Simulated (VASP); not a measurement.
Write the native input for VASP 6.6.1 that does the following.

| Property | Result |
| --- | --- |
| Task | single point |
| Functional | PBE |
| Potentials or basis | VASP PAW PBE potentials, release 64 (Cu) |
| Cutoff | 520 eV |
| k mesh | 10 × 10 × 6 |
| Occupations | methfessel-paxton, width 0.05 eV |
| Spin | no spin polarisation |
| Dipole correction | no |
| Further INCAR settings | ALGO = Fast; EDIFF = 1e-06; NBANDS = 18 |

The structure of Cu lies in POSCAR:

```
Cu
1.0
    2.4882205543      0.0000000000      0.0000000000
   -1.2441102722      2.1548622084      0.0000000000
    0.0000000000      0.0000000000      4.0381189141
Cu
2
Direct
    0.3333333333      0.6666666667      0.2500000000
    0.6666666667      0.3333333333      0.7500000000
```

This isn't the form of Cu at room conditions, which is fcc.

These files were run (other wordings do the same):

INCAR

```
SYSTEM = Cu
PREC = Accurate
ENCUT = 520
EDIFF = 1E-6
ISMEAR = 1
SIGMA = 0.05
LREAL = .False.
LASPH = .True.
NELM = 60
ALGO = Fast
ISIF = 2
LWAVE = .False.
LCHARG = .False.
GGA = PE
NBANDS = 18
```

KPOINTS

```
regular mesh
0
Gamma
  10 10 6
  0 0 0
```

Potentials or basis: VASP PAW PBE potentials, release 64 (Cu).

Command:

```console
$ cat potpaw_PBE.64/Cu/POTCAR > POTCAR
$ mpirun -np 1 vasp_std > vasp.out
```

Results of the run:

```json
{
 "Pressure": "19.4 GPa",
 "Band gap on the k mesh": "none (metal or under the smearing width)"
}
```

Caveat: so large a pressure means that the cell lies far from this level's equilibrium, or that cutoff or potentials fall short.

Run time: 15 s on 1 thread of Intel(R) Xeon(R) Platinum 8559C (Emerald Rapids), on a shared host, peak memory 0.13 GiB.
